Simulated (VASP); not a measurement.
All values below come from SCAN meta-GGA, VASP's PBE PAW potentials (set 64) (plane waves; VASP 6.6.1).

VASP input:

POSCAR:
```
Li3N
1
    1.7666708531    -3.0599639388     0.0000000000
    1.7666708531     3.0599639388     0.0000000000
    0.0000000000     0.0000000000     3.7658735475
Li N
3 1
Direct
  0.3333330000   0.6666670000   0.0000000000
  0.6666670000   0.3333330000   0.0000000000
  0.0000000000   0.0000000000   0.5000000000
  0.0000000000   0.0000000000   0.0000000000
```

### KPOINTS
```
Regular mesh
0
gamma
7 7 6
0 0 0
```

INCAR:
```
! general
SYSTEM =Li3N
PREC   =Accurate
ENCUT  =520
LREAL  =.FALSE.   ! projection in real space or not
LASPH  =.TRUE.   ! aspherical one-centre terms

! electronic loop
EDIFF  =1E-7
NELM   =100   ! most electronic steps
ALGO   =Normal   ! blocked Davidson
LMIXTAU=.TRUE.

! smearing
ISMEAR =0   ! Gaussian
SIGMA  =0.05

! functional
METAGGA=SCAN

! ions
IBRION =2   ! conjugate gradients
NSW    =30   ! most ionic steps
ISIF   =4
EDIFFG =-0.01   ! ionic stop

! output
LWAVE  =.FALSE.
LCHARG =.FALSE.
```

POTCAR, in this order: Li_sv N (PBE.64 set). Program: vasp_std.

The resulting files:

File OSZICAR:
```
       N       E                     dE             d eps       ncg     rms          rms(c)
DAV:   1     0.572206202308E+02    0.57221E+02   -0.71097E+03   704   0.139E+03
DAV:   2    -0.160534597459E+02   -0.73274E+02   -0.67467E+02   919   0.271E+02
DAV:   3    -0.249303170902E+02   -0.88769E+01   -0.88301E+01  1090   0.831E+01
DAV:   4    -0.258832285290E+02   -0.95291E+00   -0.95126E+00  1108   0.221E+01
DAV:   5    -0.258934996216E+02   -0.10271E-01   -0.10271E-01   969   0.304E+00    0.933E+00
DAV:   6    -0.176645591117E+02    0.82289E+01   -0.21934E+01   827   0.242E+01    0.391E+00
DAV:   7    -0.180310441143E+02   -0.36649E+00   -0.20398E+00   843   0.116E+01    0.189E+00
DAV:   8    -0.193369446522E+02   -0.13059E+01   -0.20086E+00   870   0.953E+00    0.206E+00
DAV:   9    -0.183295161717E+02    0.10074E+01   -0.94314E-01   810   0.893E+00    0.342E-01
DAV:  10    -0.184238838072E+02   -0.94368E-01   -0.32557E-01   719   0.490E+00    0.429E-01
DAV:  11    -0.184375892820E+02   -0.13705E-01   -0.39014E-02   734   0.178E+00    0.202E-01
DAV:  12    -0.184586333848E+02   -0.21044E-01   -0.14517E-02   862   0.122E+00    0.169E-01
DAV:  13    -0.184338686487E+02    0.24765E-01   -0.43061E-02   722   0.293E+00    0.477E-02
DAV:  14    -0.184345462147E+02   -0.67757E-03   -0.12982E-03   910   0.361E-01    0.437E-02
DAV:  15    -0.184346866084E+02   -0.14039E-03   -0.11697E-04   800   0.125E-01    0.425E-02
DAV:  16    -0.184352441867E+02   -0.55758E-03   -0.10070E-03   728   0.488E-01    0.489E-02
DAV:  17    -0.184348826373E+02    0.36155E-03   -0.14652E-04   734   0.168E-01    0.496E-02
DAV:  18    -0.184345312865E+02    0.35135E-03   -0.89899E-04   722   0.371E-01    0.716E-02
DAV:  19    -0.184345342627E+02   -0.29763E-05   -0.62327E-05  1060   0.765E-02    0.767E-02
DAV:  20    -0.184345007389E+02    0.33524E-04   -0.20207E-06   817   0.170E-02    0.770E-02
DAV:  21    -0.184345408938E+02   -0.40155E-04   -0.92067E-06   740   0.453E-02    0.703E-02
DAV:  22    -0.184347285685E+02   -0.18767E-03   -0.39907E-04   731   0.183E-01    0.191E-02
DAV:  23    -0.184347454742E+02   -0.16906E-04   -0.12544E-04   765   0.129E-01    0.112E-02
DAV:  24    -0.184347455334E+02   -0.59119E-07   -0.84949E-06   975   0.327E-02    0.109E-02
DAV:  25    -0.184347401066E+02    0.54268E-05   -0.54727E-06   749   0.206E-02    0.452E-03
DAV:  26    -0.184347264703E+02    0.13636E-04   -0.19830E-05   734   0.673E-02    0.409E-03
DAV:  27    -0.184347195490E+02    0.69213E-05   -0.54369E-06   734   0.341E-02    0.547E-03
DAV:  28    -0.184347187767E+02    0.77231E-06   -0.32377E-06   734   0.262E-02    0.233E-03
DAV:  29    -0.184347180422E+02    0.73444E-06   -0.25725E-07   821   0.545E-03    0.131E-03
DAV:  30    -0.184347197955E+02   -0.17533E-05   -0.19783E-07   746   0.577E-03    0.517E-04
DAV:  31    -0.184347202845E+02   -0.48897E-06   -0.83176E-08   571   0.285E-03    0.458E-04
DAV:  32    -0.184347202365E+02    0.47996E-07   -0.58653E-08   746   0.296E-03
   1 F= -.18434720E+02 E0= -.18434720E+02  d E =-.184347E+02
       N       E                     dE             d eps       ncg     rms          rms(c)
DAV:   1    -0.184348094089E+02   -0.89124E-04   -0.48212E-03   704   0.822E-01    0.493E-02
DAV:   2    -0.184348105136E+02   -0.11047E-05   -0.73402E-05   857   0.106E-01    0.298E-02
DAV:   3    -0.184346932046E+02    0.11731E-03   -0.15392E-04   725   0.135E-01    0.444E-03
DAV:   4    -0.184347597671E+02   -0.66563E-04   -0.82694E-05   716   0.119E-01    0.304E-03
DAV:   5    -0.184347465003E+02    0.13267E-04   -0.12507E-05   743   0.475E-02    0.197E-03
DAV:   6    -0.184347576411E+02   -0.11141E-04   -0.29961E-06   749   0.253E-02    0.973E-04
DAV:   7    -0.184347478180E+02    0.98232E-05   -0.31350E-06   731   0.214E-02    0.729E-04
DAV:   8    -0.184347506654E+02   -0.28475E-05   -0.42422E-07   752   0.863E-03    0.420E-04
DAV:   9    -0.184347506444E+02    0.21067E-07   -0.65764E-09   607   0.937E-04
   2 F= -.18434751E+02 E0= -.18434751E+02  d E =-.304079E-04
```

File OUTCAR:
```
------------------------ aborting loop because EDIFF is reached ----------------------------------------
  FORCE on cell =-STRESS in cart. coord.  units (eV):
  Direction    XX          YY          ZZ          XY          YZ          ZX
  --------------------------------------------------------------------------------------
  Total        1.1209894      1.1209896      1.1546488      0.0000000      0.0000000      0.0000000
  in kB       44.1107455     44.1107533     45.4352387      0.0000000      0.0000000      0.0000000
  external PRESSURE =      44.5522458 kB  Pullay stress =       0.0000000 kB
  volume of cell :       40.72
      direct lattice vectors                 reciprocal lattice vectors
     1.765905456 -3.058638240  0.000000000     0.283140866 -0.163471441  0.000000000
     1.765905456  3.058638240 -0.000000000     0.283140866  0.163471441  0.000000000
    -0.000000000 -0.000000000  3.769138733    -0.000000000  0.000000000  0.265312601
 POSITION                                       TOTAL-FORCE (eV/Angst)
 -----------------------------------------------------------------------------------
      1.76591      1.01955      0.00000        -0.000000      0.000000      0.000000
      1.76591     -1.01955      0.00000         0.000000     -0.000000     -0.000000
      3.53181     -0.00000      1.88457         0.000000      0.000000      0.000000
      3.53181      0.00000      0.00000         0.000000      0.000000      0.000000
 -----------------------------------------------------------------------------------
    total drift:                                0.000000      0.000000      0.000000
  FREE ENERGIE OF THE ION-ELECTRON SYSTEM (eV)
  ---------------------------------------------------
  free  energy   TOTEN  =       -18.4347506444 eV

  energy  without entropy=      -18.4347506444  energy(sigma->0) =      -18.43475064

 reached required accuracy - stopping structural energy minimisation
```
(Selected blocks of OUTCAR.)

### CONTCAR
```
Li3N
   1.00000000000000
     1.7659054564817067   -3.0586382397647962    0.0000000000000000
     1.7659054564817067    3.0586382397647962   -0.0000000000000000
    -0.0000000000000000   -0.0000000000000000    3.7691387325156529
  Li              N
     3     1
Direct
     0.3333330000000032    0.6666669999999968    0.0000000000000000
     0.6666669999999968    0.3333330000000032    0.0000000000000000
     1.0000000000000000    1.0000000000000000    0.5000000000000000
     1.0000000000000000    1.0000000000000000    0.0000000000000000
```

The compound is Li3N in the alpha structure. This cell is one point of a volume scan, at 0.94 of the reference volume. Symmetry was kept, so distortions that lower it aren't found.
